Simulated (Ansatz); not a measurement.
Input, command and steps of an Ansatz relaxation.

```yaml
crystal:
  lattice:
    - [3.683640343, 0.0, 0.0]
    - [-1.8418201715, 3.1901261154, 0.0]
    - [0.0, 0.0, 6.1953580534]
  atoms:
    - { symbol: Hf, position: [0.0, 0.0, 0.0] }
    - { symbol: S, position: [0.6666666667, 0.3333333333, 0.7664505459] }
    - { symbol: S, position: [0.3333333333, 0.6666666667, 0.2335494541] }
basis:
  ecutwfc: 500
kpoints:
  mp_grid: { grid: [12, 12, 6] }
hamiltonian:
  xc: r2scan
scf:
  occupations: { method: gaussian, width: 0.02 }
output:
  forces: true
  stress: true
  eigenvalues: true
relax:
  adjacent_minimum: "off"
  f_tol: 0.01
  max_steps: 30
  cell: { stress_tol: 0.1, fix: [volume] }
```

```bash
ansatz run input.yaml --threads 1 --pin off --max-ram 2560MiB --backend cpu --events-out ev --progress --plain --runs-dir out
```

Computed with DFT r2SCAN, scalar-relativistic, plane waves, PAW in Ansatz.

The volume is held at 1.03 times that of the relaxed cell.

Of 5 frames 4 are shown, positions in Å and forces in eV/Å; the SCF threshold varies from step to step. Steps run on the plane waves of an earlier cell, with a Pulay correction in the pressure. The basis is chosen afresh for the last frame, the zero of the energies, and at times for earlier ones too; energy and pressure step there, also at an unchanged geometry. The mark taken_back stands on steps that the optimiser undid.

```xyz
3
Lattice="3.6836 0.0000 0.0000 -1.8418 3.1901 0.0000 0.0000 0.0000 6.1954" Properties=species:S:1:pos:R:3:forces:R:3 pbc="T T T" step=1 free_energy_over_end_meV_per_atom=5.31 pressure_GPa=-2.70
Hf    0.0000    0.0000    0.0000    0.0000    0.0000    0.0000
S     1.8418    1.0634    4.7484    0.0000    0.0000    0.3565
S     0.0000    2.1268    1.4469    0.0000    0.0000   -0.3565
3
Lattice="3.6605 0.0000 0.0000 -1.8303 3.1701 0.0000 0.0000 0.0000 6.2738" Properties=species:S:1:pos:R:3:forces:R:3 pbc="T T T" step=2 free_energy_over_end_meV_per_atom=6.76 pressure_GPa=1.73 taken_back
Hf    0.0000    0.0000    0.0000    0.0000    0.0000    0.0000
S     1.8303    1.0567    4.8855    0.0000    0.0000   -0.5036
S     0.0000    2.1134    1.3883    0.0000    0.0000    0.5036
3
Lattice="3.6668 0.0000 0.0000 -1.8334 3.1756 0.0000 0.0000 0.0000 6.2523" Properties=species:S:1:pos:R:3:forces:R:3 pbc="T T T" step=3 free_energy_over_end_meV_per_atom=0.41 pressure_GPa=-0.89
Hf    0.0000    0.0000    0.0000    0.0000    0.0000    0.0000
S     1.8334    1.0585    4.8234    0.0000    0.0000    0.0443
S     0.0000    2.1170    1.4289    0.0000    0.0000   -0.0443
3
Lattice="3.6538 0.0000 0.0000 -1.8269 3.1643 0.0000 0.0000 0.0000 6.2971" Properties=species:S:1:pos:R:3:forces:R:3 pbc="T T T" step=5 free_energy_over_end_meV_per_atom=0.00 pressure_GPa=-0.31
Hf    0.0000    0.0000    0.0000    0.0000    0.0000    0.0000
S     1.8269    1.0548    4.8662    0.0000    0.0000   -0.0052
S     0.0000    2.1095    1.4309    0.0000    0.0000    0.0052
```

The run took 100 s on 1 thread of Arm Neoverse V1 (shared host), peak memory 0.62 GiB.

Spin–orbit coupling is left out, which can shift energies with elements as heavy as these. The cell holds layers, and r2SCAN describes their binding at middle range but leaves out its long-range dispersion part.